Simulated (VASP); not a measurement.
Set up this calculation in VASP 6.6.1, as the native input.

| Item | Value |
| --- | --- |
| Task | band structure |
| Functional | PBE0 |
| Potentials or basis | VASP PAW PBE potentials, release 64 (Al, N) |
| Cutoff | 520 eV |
| k mesh | 6 × 6 × 4 |
| Occupations | gaussian, width 0.03 eV |
| Spin | no spin polarisation |
| Grid for exact exchange (PRECFOCK) | Fast |
| Exchange at q = 0 | truncated |
| Further INCAR settings | ALGO = Normal; EDIFF = 1e-06; NBANDS = 16 |

The system is AlN.

```
Al N
1.0
     3.11310    0.00000    0.00000
    -1.55655    2.69603    0.00000
     0.00000    0.00000    4.98181
Al N
2 2
Direct
  0.33333 0.66667 0.99899
  0.66667 0.33333 0.49899
  0.33333 0.66667 0.38101
  0.66667 0.33333 0.88101
```

The input as run:

POSCAR

```
AlN                                     
1.0
    3.1131018769      0.0000000000      0.0000000000
   -1.5565509384      2.6960253081     -0.0000000000
   -0.0000000000      0.0000000000      4.9818131102
  Al              N             
     2     2
Direct
     0.3333333300000021    0.6666666699999979    0.9989855801397411
     0.6666666699999979    0.3333333300000021    0.4989855801397410
     0.3333333300000021    0.6666666699999979    0.3810144198602615
     0.6666666699999979    0.3333333300000021    0.8810144198602614
```

INCAR.step1

```
SYSTEM = AlN
ALGO = Normal
EDIFF = 1E-5
ENCUT = 520
GGA = PE
ISIF = 2
ISMEAR = 0
KPAR = 4
LASPH = .True.
LCHARG = .False.
LREAL = .False.
LWAVE = .True.
NBANDS = 16
NELM = 80
PREC = Accurate
SIGMA = 0.03
```

INCAR.step2

```
SYSTEM = AlN
AEXX = 0.25
ALGO = Normal
EDIFF = 1E-6
ENCUT = 520
GGA = PE
HFRCUT = -1
ISIF = 2
ISMEAR = 0
ISTART = 1
KPAR = 4
LASPH = .True.
LCHARG = .False.
LHFCALC = .True.
LREAL = .False.
LWAVE = .False.
NBANDS = 16
NELM = 80
PREC = Accurate
PRECFOCK = Fast
SIGMA = 0.03
```

KPOINTS

```
k-points
0
Gamma
  6 6 4
  0 0 0
```

KPOINTS_OPT

```
explicit points
6
Reciprocal
 0.0000000000  0.0000000000  0.0000000000 1
 0.0000000000  0.0000000000  0.5000000000 1
 0.3333333333  0.3333333333  0.5000000000 1
 0.3333333333  0.3333333333  0.0000000000 1
 0.5000000000  0.0000000000  0.5000000000 1
 0.5000000000  0.0000000000  0.0000000000 1
```

Potentials or basis: VASP PAW PBE potentials, release 64 (Al, N).

The run is started by

```bash
$ cat potpaw_PBE.64/Al/POTCAR potpaw_PBE.64/N/POTCAR > POTCAR
$ cp INCAR.step1 INCAR
$ mpirun -np 4 vasp_std > vasp.out
$ cp INCAR.step2 INCAR
$ mpirun -np 4 vasp_std > vasp.out
```

It gave:

```json
{
 "Pressure": "-1.8 GPa",
 "Largest force": "0.007 eV/Å",
 "Band gap on the k mesh": "6.27 eV, direct",
 "Band gap along the path": "6.27 eV, direct"
}
```

Caveat: the PAW data sets were made with another functional, which shifts forces and pressure a little.

It took 3.5 min on 4 MPI ranks on Intel(R) Xeon(R) Platinum 8559C (Emerald Rapids), with other jobs on the host, peak memory 0.2 GiB a rank.
